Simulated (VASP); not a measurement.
Here is a VASP 6.6.1 calculation.

The input POSCAR:

```
MoS2
1.0
    3.1284000000      0.0000000000      0.0000000000
   -1.5642000000      2.7366402760      0.0000000000
    0.0000000000      0.0000000000     20.0000000000
  Mo              S
     1     2
Direct
     0.3336164610542277    0.6672329222084642    0.5000000000000000
     0.6665251028228877    0.3330502055457664    0.5787936904619702
     0.6665251028228877    0.3330502055457664    0.4212063095380298
```

The input INCAR.step1:

```
SYSTEM = MoS2
ALGO = Normal ; EDIFF = 1E-8
EDIFFG = -0.002 ; ENCUT = 600
GGA = PE ; IBRION = 2
ISIF = 2 ; ISMEAR = -1
KPAR = 4 ; LASPH = .True.
LCHARG = .False. ; LREAL = .False.
LWAVE = .False. ; NELM = 60
NSW = 40 ; PREC = Accurate
SIGMA = 0.05
```

Contents of INCAR.step2:

```
SYSTEM = MoS2
ALGO = Normal ; EDIFF = 1E-8
ENCUT = 600 ; GGA = PE
IBRION = 8 ; ISIF = 2
ISMEAR = -1 ; KPAR = 4
LASPH = .True. ; LCHARG = .False.
LREAL = .False. ; LWAVE = .False.
NELM = 60 ; NSW = 1
PREC = Accurate ; SIGMA = 0.05
```

The input KPOINTS:

```
k-points
0
Gamma
  12 12 1
  0 0 0
```

Potentials or basis: VASP PAW PBE potentials, release 64 (Mo_sv, S).

Run with:

```console
$ cat potpaw_PBE.64/Mo_sv/POTCAR potpaw_PBE.64/S/POTCAR > POTCAR
$ cp INCAR.step1 INCAR
$ mpirun -np 4 vasp_std > vasp.out
$ cp CONTCAR POSCAR
$ cp INCAR.step2 INCAR
$ mpirun -np 4 vasp_std > vasp.out
```

Task: What does it give for the highest phonon frequency at Γ, LO-TO splitting left out?

Result: 464 cm⁻¹.

Phonon frequencies in cm⁻¹ (negative: imaginary):
```
              q point                    frequencies
(0.000, 0.000, 0.000)  0 0 0 279 280 378 380 399 464
```
